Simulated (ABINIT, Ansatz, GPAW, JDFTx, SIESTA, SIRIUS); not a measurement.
# SnO: programs and potentials compared

```xyz
4
Lattice="3.8137 0.0000 0.0000 0.0000 3.8137 0.0000 0.0000 0.0000 4.8869" Properties=species:S:1:pos:R:3 pbc="T T T"
Sn    1.9419   -0.0165    3.7618
Sn    0.0122    1.9097    1.0991
O     0.0261    0.0131   -0.0093
O     1.8823    1.8902   -0.0079
```

The cell is a database's computed one, not the measured one.

Atoms were shifted at random by some hundredths of an Å from the given cell, which wasn't relaxed again for these runs.

Alike in all runs: task single point; functional PBEsol; k mesh 7 × 7 × 6; occupations fermi-dirac, width 0.05 eV; no spin polarisation; no spin-orbit coupling. Pressure is positive in compression and, in plane waves, holds the error of the finite cutoff.

| program and potentials | plane-wave cutoff (eV) | notes | pressure (GPa) | largest force (eV/Å) | energy over the undisturbed cell (meV/atom) |
| --- | --- | --- | --- | --- | --- |
| SIRIUS, PseudoDojo 0.4.1 PBEsol standard (scalar relativistic) | 1152 | - | 2.55 | 0.935 | - |
| Ansatz, all-electron LAPW, scalar-relativistic | - | - | 1.94 | 0.841 | - |
| GPAW, PAW data sets generated for this functional | 800 | - | 1.24 | 0.791 | 10.33 |
| SIESTA, files PseudoDojo sr-pbesol-0.4.1-standard, DZP (energy shift 0.003 Ry; two zetas on semicore shells) | - | atomic basis | 5.28 | 1.492 | 22.98 |
| JDFTx, PseudoDojo-SR-PBEsol-0.4.1-standard with smoothed tails | 1143 | - | 2.55 | 0.934 | 13.05 |
| ABINIT, PseudoDojo NC SR PBEsol v0.4.1 standard | 1143 | - | 2.55 | 0.934 | - |

Force on atom 2 (Sn), eV/Å:

```csv
program and potentials,x,y,z
"SIRIUS, PseudoDojo 0.4.1 PBEsol standard (scalar relativistic)",-0.101,-0.001,0.929
"Ansatz, all-electron LAPW, scalar-relativistic",-0.085,-0.006,0.837
"GPAW, PAW data sets generated for this functional",-0.077,-0.009,0.787
"SIESTA, files PseudoDojo sr-pbesol-0.4.1-standard, DZP (energy shift 0.003 Ry; two zetas on semicore shells)",-0.154,0.012,1.484
"JDFTx, PseudoDojo-SR-PBEsol-0.4.1-standard with smoothed tails",-0.101,-0.001,0.928
"ABINIT, PseudoDojo NC SR PBEsol v0.4.1 standard",-0.101,-0.001,0.929
```

The pressure spans 1.24 (GPAW, PAW data sets generated for this functional) to 5.28 GPa (SIESTA, files PseudoDojo sr-pbesol-0.4.1-standard, DZP (energy shift 0.003 Ry; two zetas on semicore shells)), with all-electron results at 1.94. Rows in atomic bases carry the error of their basis and grid, which can be large.

Differences between rows come from potentials, basis sets and numerical settings, since the functional is the same but for its coding. Runs on potential files found faulty are left out.
